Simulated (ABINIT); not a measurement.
Runs of ABINIT 10.8.3 (patched build) on MoS2. The structure is trigonal, space group P-3m1 (No. 164). The conventional cell has a = 3.227 Å, b = 3.227 Å, c = 6.312 Å, α = 90.00°, β = 90.00°, γ = 120.00°. Around Mo (site symmetry -3m) lie 6 S at 2.42 Å. S (site symmetry 3m) has 3 Mo at 2.42 Å as nearest neighbours. Measurements of this composition are mostly on another form, of space group No. 194.

```csv
task,level,potentials or basis,cell,k mesh,cutoff (eV),cell freedom (optcell),optimiser (ionmov),cutoff smearing ecutsm (Ha),force stop (Ha/bohr),fine-grid cutoff,gap on the mesh (eV),pressure (GPa),relaxed volume (Å³/atom),largest force (eV/Å)
relaxation of cell and atoms,PBEsol,PseudoDojo NC SR PBEsol v0.4 stringent,relaxed,7 × 7 × 3,1088,2,2,0.5,2e-05,-,none,0.0,(a),-
single point,LDA,JTH PAW LDA v2.0,as given,7 × 7 × 3,544,-,-,-,-,1088.46 eV,none,-5.7,-,0.17
relaxation of cell and atoms,LDA,PseudoDojo NC SR LDA v0.4.1 standard,relaxed,7 × 7 × 3,1088,2,2,0.5,2e-05,-,none,0.0,16.45,-
optical spectrum,PBEsol,PseudoDojo NC SR PBEsol v0.4.1 standard,as given,"10 × 10 × 4, shifted",980,-,-,-,-,-,-,-3.4,-,(c)
optical spectrum,LDA,PseudoDojo NC SR LDA v0.4.1 standard,as given,"10 × 10 × 4, shifted",952,-,-,-,-,-,-,-6.1,-,(b)
single point,PBEsol,PseudoDojo NC SR PBEsol v0.4 stringent,as given,7 × 7 × 3,1088,-,-,-,-,-,none,-3.2,-,0.01
single point,LDA,PseudoDojo NC SR LDA v0.4.1 standard,as given,7 × 7 × 3,952,-,-,-,-,-,none,-5.9,-,0.17
single point,PBEsol,PseudoDojo NC SR PBEsol v0.4.1 standard,as given,7 × 7 × 3,980,-,-,-,-,-,none,-3.3,-,0.01
```

Alike in all rows: no spin polarisation; smearing fermi-dirac 0.05 eV.

Task: Estimate the missing entries.

Result: (a) 17.48; (b) 0.15; (c) 0.02.

Caveats: this functional lacks dispersion, which binds the layers, so the pressure and a relaxed spacing across them are unreliable (some runs); the intraband (Drude) term is left out (some runs); spectra need much finer meshes, so this one isn't converged (some runs).

A k mesh can miss the band edges, and the runs leave out spin-orbit coupling on Mo.

A gap of «none» marks a metal or a gap under the smearing width.

Not every run made on this cell is shown here.
